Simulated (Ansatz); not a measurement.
BaF₂:
```
CELL_PARAMETERS angstrom
      0.00000     3.02223     3.02223
      3.02223     0.00000     3.02223
      3.02223     3.02223     0.00000
ATOMIC_POSITIONS crystal
  Ba 0.00000 0.00000 0.00000
  F  0.25000 0.25000 0.25000
  F  0.75000 0.75000 0.75000
```

Relaxed with LDA. Special points in fractions of this cell's reciprocal vectors: Γ (0.000, 0.000, 0.000); X (0.500, 0.000, 0.500); U (0.625, 0.250, 0.625); K (0.375, 0.375, 0.750); L (0.500, 0.500, 0.500); W (0.500, 0.250, 0.750).

Question: List the band energies nearest the valence-band maximum at these points for plane-wave PAW LDA (Ansatz code).

Answer: In eV from the valence-band maximum; about four levels below and three above (degenerate sets whole), none deeper than 8.9 eV; points with the same levels are listed once.

```
k                                below                   above
-  -----------------------------------  ----------------------
Γ  -1.80 -1.80 -1.80 -0.17 -0.17 -0.17          6.76 9.44 9.44
X        -0.49 -0.49 -0.28 -0.28 -0.28         7.18 9.36 11.22
U              -0.55 -0.34 -0.33 -0.23         7.43 9.76 10.24
L              -0.80 -0.39 -0.19 -0.19          9.37 9.44 9.44
W              -0.43 -0.39 -0.39 -0.34  7.44 10.11 10.31 10.31
```

Space group Fm-3m (fluorite). Symmetry was held in the LDA relaxation. Scalar-relativistic: spin–orbit coupling is off unless named, which matters more the heavier the elements.

Potentials: the later of the program's two PAW sets.
